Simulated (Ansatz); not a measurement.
# The polar optical mode of ZnSe at 50 GPa, worked through

The calculation used Ansatz 0.2.0, DFT PBE, scalar-relativistic, plane waves, PAW. Cutoff 420 eV, 10×10×10 k-points (Γ-centred), fixed occupations. No spin polarisation. Phonons by linear response, acoustic sum rule imposed.

The cell, relaxed at 50 GPa:
```cif
data_structure
_symmetry_space_group_name_H-M 'F-43m'
_symmetry_Int_Tables_number 216
_cell_length_a 5.0570
_cell_length_b 5.0570
_cell_length_c 5.0570
_cell_angle_alpha 90.000
_cell_angle_beta 90.000
_cell_angle_gamma 90.000
_cell_volume 129.33
loop_
_atom_site_label
_atom_site_type_symbol
_atom_site_symmetry_multiplicity
_atom_site_Wyckoff_symbol
_atom_site_fract_x
_atom_site_fract_y
_atom_site_fract_z
_atom_site_occupancy
Zn1 Zn 4 a 0.00000 0.00000 0.00000 1
Se1 Se 4 c 0.25000 0.25000 0.25000 1
```

The real crystal has changed phase below this pressure.

Linear response gives ν_TO = 348.4 cm⁻¹, Born charges ±1.493 e (positive on Zn) and ε∞ = 7.167. The primitive cell holds 32.331 Å³, and the masses are 65.380 and 78.971 amu.

Q: Find ν_LO and the static dielectric constant.

A: The long-wave field adds a restoring force: ω_LO² − ω_TO² = Z*²e²/(ε_vac ε∞ μV). In these units ν_LO² − ν_TO² = 4.92064×10⁷ Z*²/(μ V ε∞) cm⁻², with μ = m₁m₂/(m₁ + m₂) = 35.768 amu: 13234 cm⁻². So ν_LO = √(348.4² + 13234) = 366.9 cm⁻¹, and the run gives 366.9. Lyddane–Sachs–Teller then gives ε0 = ε∞ (ν_LO/ν_TO)² = 7.95, against 7.95 in the run (it forms both from the same three quantities, so the match checks the arithmetic only). Between ν_TO and ν_LO the dielectric function is negative and an undamped crystal reflects fully: a reststrahlen band from 27.3 to 28.7 μm.

Q: What do the Clausius–Mossotti polarisability and the Szigeti charge come to?

A: With the Lorentz local field, α = (3V/4π)(ε∞ − 1)/(ε∞ + 2) = 5.19 Å³ for the pair, and e_S = 3Z*/(ε∞ + 2) = 0.49 e. The Born charge includes the electrons' response to the dipole's own local field, and e_S takes that enhancement out. The Lorentz field assumes point-like polarisable ions, a poor picture once ε∞ is this large, since the electron clouds then overlap or are shared, so both numbers are formal here.

Q: How strongly does a slow electron couple to the LO mode?

A: For one isotropic parabolic band, Fröhlich's constant is α_F = (1/ε∞ − 1/ε0) √(m* Ry/ħω_LO), with Ry = 13.606 eV, ħω_LO = 45.5 meV and m* in free-electron masses: α_F = 0.0137 × 17.29 × √m* = 0.24 √m*. The band mass isn't part of this run; for m* = 0.1, 0.3 and 1 it gives 0.08, 0.13, 0.24. In weak coupling the polaron lies α_F ħω_LO below the band edge (6 meV at m* = 0.3) with a mass m*(1 + α_F/6); past α_F of about 5 or 6 that expansion fails. A semilocal functional's ε∞ tends to be too large, which taken alone lowers α_F.

Cost: 1 run of about 0.83 core-minutes, on Intel Xeon 6975P-C (Granite Rapids) (shared hosts).

The polar character of this mode is modest: the long-range field lifts it only from 348.4 to 366.9 cm⁻¹, so short-range bond forces supply most of the restoring force. Zn–Se bonding is partly covalent, with Se p states mixing into Zn s and p states. The Born charge of 1.493 e therefore stays below the formal divalent charge, and the polarisable valence electrons screen the field it creates. Compression probably stiffens the bonds further, leaving the lattice less able to polarise in a static field.

This is why the dielectric constant rises only from 7.167 to 7.95 once the ions can respond. The same small ionic contribution keeps the Fröhlich coupling weak for all the band masses tried, so a slow electron would be only lightly dressed by this mode. With a single volume, the calculation can't separate the effect of pressure from the polarity ZnSe already has at ambient conditions. Nor does a real optical frequency at the zone centre show that the compressed lattice is dynamically stable at other wavevectors.
